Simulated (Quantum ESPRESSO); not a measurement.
# Au (Pm-3m) in Quantum ESPRESSO: notebook, part 2 of 2

Quantum ESPRESSO 7.5. The steps go on from the part before.

## Step 3: Phonons, PBE

pw.in reads:

```
&CONTROL
  calculation = 'scf'
  prefix = 'pwscf'
  outdir = './tmp'
  pseudo_dir = './pseudo'
  tprnfor = .true.
  tstress = .true.
  disk_io = 'low'
/
&SYSTEM
  ibrav = 0
  nat = 1
  ntyp = 1
  ecutwfc = 45
  ecutrho = 360
  nbnd = 11
  occupations = 'smearing'
  smearing = 'mv'
  degauss = 0.01469973
/
&ELECTRONS
  conv_thr = 2d-10
  electron_maxstep = 120
  mixing_beta = 0.5
/
ATOMIC_SPECIES
Au   196.9666 au_pbe_v1.uspp.F.UPF
CELL_PARAMETERS angstrom
   2.7484100000    0.0000000000    0.0000000000
   0.0000000000    2.7484100000    0.0000000000
   0.0000000000    0.0000000000    2.7484100000
ATOMIC_POSITIONS crystal
Au     0.5000000000    0.5000000000    0.5000000000
K_POINTS automatic
8 8 8 0 0 0
```

scf2.in reads:

```
&CONTROL
  calculation = 'scf'
  prefix = 'pwscf'
  outdir = './tmp'
  pseudo_dir = './pseudo'
  tprnfor = .true.
  tstress = .true.
  disk_io = 'low'
/
&SYSTEM
  ibrav = 0
  nat = 1
  ntyp = 1
  ecutwfc = 45
  ecutrho = 360
  nbnd = 11
  occupations = 'smearing'
  smearing = 'mv'
  degauss = 0.01469973
/
&ELECTRONS
  conv_thr = 1d-13
  electron_maxstep = 120
  mixing_beta = 0.5
  startingpot = 'file'
  startingwfc = 'file'
/
ATOMIC_SPECIES
Au   196.9666 au_pbe_v1.uspp.F.UPF
CELL_PARAMETERS angstrom
   2.7484100000    0.0000000000    0.0000000000
   0.0000000000    2.7484100000    0.0000000000
   0.0000000000    0.0000000000    2.7484100000
ATOMIC_POSITIONS crystal
Au     0.5000000000    0.5000000000    0.5000000000
K_POINTS automatic
8 8 8 0 0 0
```

ph.in reads:

```
phonons of Au
&INPUTPH
  prefix = 'pwscf'
  outdir = './tmp'
  tr2_ph = 1d-18
  fildyn = 'dyn'
  niter_ph = 90
  alpha_mix(1) = 0.4
/
0.0000000000 0.5000000000 0.0000000000
```

Potentials or basis: GBRV 1.5 PBE.

Launch:

```bash
$ OMP_NUM_THREADS=1 pw.x -in pw.in > pw.out
$ OMP_NUM_THREADS=1 pw.x -in scf2.in > scf2.out
$ OMP_NUM_THREADS=1 ph.x -in ph.in > ph.out
```

pw.out:

```text
This program is part of the open-source Quantum ESPRESSO suite
     for quantum simulation of materials; please cite
[... 9 lines left out ...]
     --------------------
     sticks:   dense  smooth     PW     G-vecs:    dense   smooth      PW
     Sum         777     385    137                16135     5695    1141

     Using Slab Decomposition

     bravais-lattice index     =            0
     lattice parameter (alat)  =       5.1937  a.u.
     unit-cell volume          =     140.1010 (a.u.)^3
     number of atoms/cell      =            1
     number of atomic types    =            1
     number of electrons       =        11.00
     number of Kohn-Sham states=           11
     kinetic-energy cutoff     =      45.0000  Ry
     charge density cutoff     =     360.0000  Ry
     scf convergence threshold =      2.0E-10
     mixing beta               =       0.5000
     number of iterations used =            8  plain     mixing
     Exchange-correlation= SLA  PW   PBE  PBE
                           (   1   4   3   4   0   0   0)

     celldm(1)=   5.193742  celldm(2)=   0.000000  celldm(3)=   0.000000
     celldm(4)=   0.000000  celldm(5)=   0.000000  celldm(6)=   0.000000

     crystal axes: (cart. coord. in units of alat)
               a(1) = (   1.000000   0.000000   0.000000 )
               a(2) = (   0.000000   1.000000   0.000000 )
               a(3) = (   0.000000   0.000000   1.000000 )

     reciprocal axes: (cart. coord. in units 2 pi/alat)
               b(1) = (  1.000000  0.000000  0.000000 )
               b(2) = (  0.000000  1.000000  0.000000 )
               b(3) = (  0.000000  0.000000  1.000000 )

     PseudoPot. # 1 for Au read from file:
[... 84 lines left out ...]
     ethr =  6.98E-04,  avg # of iterations =  1.3

     total energy              =    -114.94866389 Ry
     estimated scf accuracy    <       0.07628097 Ry
[... 12 lines left out ...]
     total energy              =    -114.97371289 Ry
     estimated scf accuracy    <       0.00025719 Ry

     iteration #  4     ecut=    45.00 Ry     beta= 0.50
     Davidson diagonalization with overlap
     c_bands:  2 eigenvalues not converged
     ethr =  2.34E-06,  avg # of iterations =  9.1

     total energy              =    -114.97381293 Ry
     estimated scf accuracy    <       0.00011663 Ry

     iteration #  5     ecut=    45.00 Ry     beta= 0.50
     Davidson diagonalization with overlap
     ethr =  1.06E-06,  avg # of iterations =  1.5
[... 25 lines left out ...]
     iteration #  9     ecut=    45.00 Ry     beta= 0.50
     Davidson diagonalization with overlap
     ethr =  1.38E-11,  avg # of iterations =  4.5

     End of self-consistent calculation

          k = 0.0000 0.0000 0.0000 (   739 PWs)   bands (ev):

     3.5826   5.7416   5.7416   9.8877   9.8877   9.8877  25.1679  25.1679
    25.1679  30.0378  32.3771
[... 163 lines left out ...]
     6.3512   6.7082   6.7082  10.2325  11.1192  18.8582  18.9990  18.9990
    21.7407  26.0651  28.0929

          k =-0.5000-0.5000-0.5000 (   672 PWs)   bands (ev):

     6.4568   6.4568   6.4568  11.1327  11.1327  19.7338  19.7338  19.7338
    21.4972  23.4875  27.7143

     the Fermi energy is    11.2979 ev

!    total energy              =    -114.97383012 Ry
     estimated scf accuracy    <          6.3E-11 Ry
     smearing contrib. (-TS)   =       0.00012949 Ry
     internal energy E=F+TS    =    -114.97395961 Ry

     The total energy is F=E-TS. E is the sum of the following terms:
     one-electron contribution =       1.92869262 Ry
     hartree contribution      =      11.40109514 Ry
     xc contribution           =     -62.20246949 Ry
     ewald contribution        =     -66.10127789 Ry

     convergence has been achieved in   9 iterations

     Forces acting on atoms (cartesian axes, Ry/au):

     atom    1 type  1   force =     0.00000000    0.00000000    0.00000000

     Total force =     0.000000     Total SCF correction =     0.000000

     Computing stress (Cartesian axis) and pressure

          total   stress  (Ry/bohr**3)                   (kbar)     P=        2.38
   0.00001621   0.00000000   0.00000000            2.38        0.00        0.00
   0.00000000   0.00001621   0.00000000            0.00        2.38        0.00
   0.00000000   0.00000000   0.00001621            0.00        0.00        2.38

=------------------------------------------------------------------------------=
   JOB DONE.
=------------------------------------------------------------------------------=
```

scf2.out:

```text
This program is part of the open-source Quantum ESPRESSO suite
     for quantum simulation of materials; please cite
[... 9 lines left out ...]
     --------------------
     sticks:   dense  smooth     PW     G-vecs:    dense   smooth      PW
     Sum         777     385    137                16135     5695    1141
[... 332 lines left out ...]
   0.00001569   0.00000000   0.00000000            2.31        0.00        0.00
   0.00000000   0.00001569   0.00000000            0.00        2.31        0.00
   0.00000000   0.00000000   0.00001569            0.00        0.00        2.31

=------------------------------------------------------------------------------=
   JOB DONE.
=------------------------------------------------------------------------------=
```

Run time: 1.7 min. Hardware: 1 thread of Intel Xeon Platinum 8259CL at 2.50GHz (Skylake/Cascade Lake), shared host; peak memory 0.14 GiB.

Results:

```yaml
Free_energy: -1564.2986 eV
Pressure_after_relaxing: 0.2 GPa
Band_gap_on_the_k_mesh: none (metal or under the smearing width)
Highest_phonon_frequency_at_the_q_point_run: 149 cm⁻¹
Most_unstable_mode: 30i cm⁻¹
```

Levels at points of the mesh, in eV from the Fermi level:
```tsv
k point	band 3	band 4	band 5	band 6	band 7	band 8
(0.00, 0.00, 0.00)	-5.56	-1.41	-1.41	-1.41	13.87	13.87
(0.00, 0.00, -0.50)	-2.83	-2.83	-1.28	-0.40	2.09	16.43
(0.00, -0.50, -0.50)	-2.58	-2.58	-0.26	3.87	3.87	6.42
(-0.50, -0.50, -0.50)	-4.84	-0.17	-0.17	8.44	8.44	8.44
```

Phonon frequencies in cm⁻¹ (negative: imaginary):
| q point | frequencies |
| --- | --- |
| (0.000, 0.500, 0.000) | -30 -30 149 |

Phonon modes at q = (0.000, 0.500, 0.000) in reciprocal lattice units:
| mode | symmetry | cm⁻¹ |
| --- | --- | --- |
| 1 | E_g | -30 |
| 2 | E_g | -30 |
| 3 | A_1g | 149 |

Caveat: the mesh is thin for the phonons of a metal; some modes are imaginary. The run has no spin-orbit coupling, so splittings on Au are missing.

## Step 4: Phonons, PBE

Edit pw.in of step 3 so:

```diff
@@ -13,4 +13,4 @@
   ntyp = 1
-  ecutwfc = 45
-  ecutrho = 360
+  ecutwfc = 52
+  ecutrho = 312
   nbnd = 11
@@ -26,3 +26,3 @@
 ATOMIC_SPECIES
-Au   196.9666 au_pbe_v1.uspp.F.UPF
+Au   196.9666 Au.GGA_PBE-JTH.UPF
 CELL_PARAMETERS angstrom
```

Edit scf2.in of step 3 so:

```diff
@@ -13,4 +13,4 @@
   ntyp = 1
-  ecutwfc = 45
-  ecutrho = 360
+  ecutwfc = 52
+  ecutrho = 312
   nbnd = 11
@@ -28,3 +28,3 @@
 ATOMIC_SPECIES
-Au   196.9666 au_pbe_v1.uspp.F.UPF
+Au   196.9666 Au.GGA_PBE-JTH.UPF
 CELL_PARAMETERS angstrom
```

ph.in is that of step 3.

Potentials or basis: JTH 2.0 PBE.

Launch:

```bash
$ OMP_NUM_THREADS=1 pw.x -in pw.in > pw.out
$ OMP_NUM_THREADS=1 pw.x -in scf2.in > scf2.out
$ OMP_NUM_THREADS=1 ph.x -in ph.in > ph.out
```

pw.out:

```text
This program is part of the open-source Quantum ESPRESSO suite
     for quantum simulation of materials; please cite
         "P. Giannozzi et al., J. Phys.:Condens. Matter 21 395502 (2009);
         "P. Giannozzi et al., J. Phys.:Condens. Matter 29 465901 (2017);
         "P. Giannozzi et al., J. Chem. Phys. 152 154105 (2020);
     in publications or presentations arising from this work. More details at

     file Au.GGA_PBE-JTH.UPF: wavefunction(s)  6S 0S 6P 0P 5D 0D renormalized
     Message from routine setup:
     using ibrav=0 with symmetry is DISCOURAGED, use correct ibrav instead

     G-vector sticks info
     --------------------
     sticks:   dense  smooth     PW     G-vecs:    dense   smooth      PW
     Sum         673     437    145                13133     7123    1357

     Using Slab Decomposition

     bravais-lattice index     =            0
     lattice parameter (alat)  =       5.1937  a.u.
     unit-cell volume          =     140.1010 (a.u.)^3
     number of atoms/cell      =            1
     number of atomic types    =            1
     number of electrons       =        11.00
     number of Kohn-Sham states=           11
     kinetic-energy cutoff     =      52.0000  Ry
     charge density cutoff     =     312.0000  Ry
     scf convergence threshold =      2.0E-10
     mixing beta               =       0.5000
     number of iterations used =            8  plain     mixing
     Exchange-correlation= SLA PW PBX PBC
                           (   1   4   3   4   0   0   0)

[... 94 lines left out ...]
     ethr =  6.34E-04,  avg # of iterations =  3.4

     total energy              =    -775.09830078 Ry
     estimated scf accuracy    <       0.07276163 Ry
[... 15 lines left out ...]
     iteration #  4     ecut=    52.00 Ry     beta= 0.50
     Davidson diagonalization with overlap
     ethr =  6.10E-06,  avg # of iterations =  2.1
     Minimization algorithm failed to find Fermi energy: reverting to bisection
     Possible cause: smearing is larger than the electronic band-gap.

     total energy              =    -775.12614108 Ry
     estimated scf accuracy    <       0.00121118 Ry

     iteration #  5     ecut=    52.00 Ry     beta= 0.50
     Davidson diagonalization with overlap
     ethr =  6.10E-06,  avg # of iterations =  2.6
[... 74 lines left out ...]
     iteration # 16     ecut=    52.00 Ry     beta= 0.50
     Davidson diagonalization with overlap
     ethr =  3.76E-12,  avg # of iterations =  1.3

     End of self-consistent calculation

          k = 0.0000 0.0000 0.0000 (   895 PWs)   bands (ev):

     3.9470   6.1157   6.1157  10.2791  10.2791  10.2791  25.7119  25.7119
    25.7119  30.3605  32.7217
[... 163 lines left out ...]
     6.7368   7.0950   7.0950  10.6137  11.4959  19.2459  19.4121  19.4121
    22.2659  26.4200  28.5018

          k =-0.5000-0.5000-0.5000 (   912 PWs)   bands (ev):

     6.8424   6.8424   6.8424  11.5094  11.5094  20.1628  20.1628  20.1628
    22.0500  23.8176  28.0885

     the Fermi energy is    11.6748 ev

!    total energy              =    -775.12665440 Ry
     total all-electron energy =      -775.126654 Ry
     estimated scf accuracy    <          5.2E-11 Ry
     smearing contrib. (-TS)   =       0.00012987 Ry
     internal energy E=F+TS    =    -775.12678427 Ry

     The total energy is F=E-TS. E is the sum of the following terms:
     one-electron contribution =       4.83668712 Ry
     hartree contribution      =      10.18922912 Ry
     xc contribution           =     -11.12189188 Ry
     ewald contribution        =     -66.10127789 Ry
     one-center paw contrib.   =    -712.92953074 Ry

     convergence has been achieved in  16 iterations

     Forces acting on atoms (cartesian axes, Ry/au):

     atom    1 type  1   force =     0.00000000    0.00000000    0.00000000

     Total force =     0.000000     Total SCF correction =     0.000000

     Computing stress (Cartesian axis) and pressure

          total   stress  (Ry/bohr**3)                   (kbar)     P=        6.61
   0.00004492   0.00000000   0.00000000            6.61        0.00        0.00
   0.00000000   0.00004492   0.00000000            0.00        6.61        0.00
   0.00000000   0.00000000   0.00004492            0.00        0.00        6.61

=------------------------------------------------------------------------------=
   JOB DONE.
=------------------------------------------------------------------------------=
```

scf2.out:

```text
This program is part of the open-source Quantum ESPRESSO suite
     for quantum simulation of materials; please cite
         "P. Giannozzi et al., J. Phys.:Condens. Matter 21 395502 (2009);
         "P. Giannozzi et al., J. Phys.:Condens. Matter 29 465901 (2017);
         "P. Giannozzi et al., J. Chem. Phys. 152 154105 (2020);
[... 348 lines left out ...]
   0.00000000   0.00004484   0.00000000            0.00        6.60        0.00
   0.00000000   0.00000000   0.00004484            0.00        0.00        6.60

=------------------------------------------------------------------------------=
   JOB DONE.
=------------------------------------------------------------------------------=
```

Run time: 2.3 min. Hardware: 1 thread of Intel Xeon Platinum 8259CL at 2.50GHz (Skylake/Cascade Lake), shared host; peak memory 0.11 GiB.

Results:

| Property | Result |
| --- | --- |
| Free energy | -10546.1354 eV |
| Pressure after relaxing | 0.7 GPa |
| Band gap on the k mesh | none (metal or under the smearing width) |
| Highest phonon frequency at the q point run | 151 cm⁻¹ |
| Most unstable mode | 31i cm⁻¹ |

Phonon frequencies in cm⁻¹ (negative: imaginary):
```
              q point  frequencies
(0.000, 0.500, 0.000)  -31 -31 151
```

Phonon modes at q = (0.000, 0.500, 0.000) in reciprocal lattice units:
```tsv
mode	symmetry	cm⁻¹
1	E_g	-31
2	E_g	-31
3	A_1g	151
```

Caveat: the mesh is thin for the phonons of a metal; some modes are imaginary. The run has no spin-orbit coupling, so splittings on Au are missing.

## Step 5: Summary

| task | level | potentials or basis | k mesh | cutoff (eV) | q mesh | gap on the mesh (eV) | pressure (GPa) |
| --- | --- | --- | --- | --- | --- | --- | --- |
| phonon dispersion | PBEsol | GBRV 1.5 PBEsol | 10 × 10 × 10 | 612 | 2 × 2 × 2 | none | 0.0 |
| phonons | PBE | GBRV 1.5 PBE | 8 × 8 × 8 | 612 | - | none | 0.2 |
| phonons | PBE | JTH 2.0 PBE | 8 × 8 × 8 | 707 | - | none | 0.7 |

Alike in all rows: no spin polarisation; cell relaxed; smearing cold 0.2 eV.

Caveats: the mesh is thin for the phonons of a metal; some modes are imaginary.

Total energies depend on the potentials used, so only differences within one code and one set of settings carry meaning.
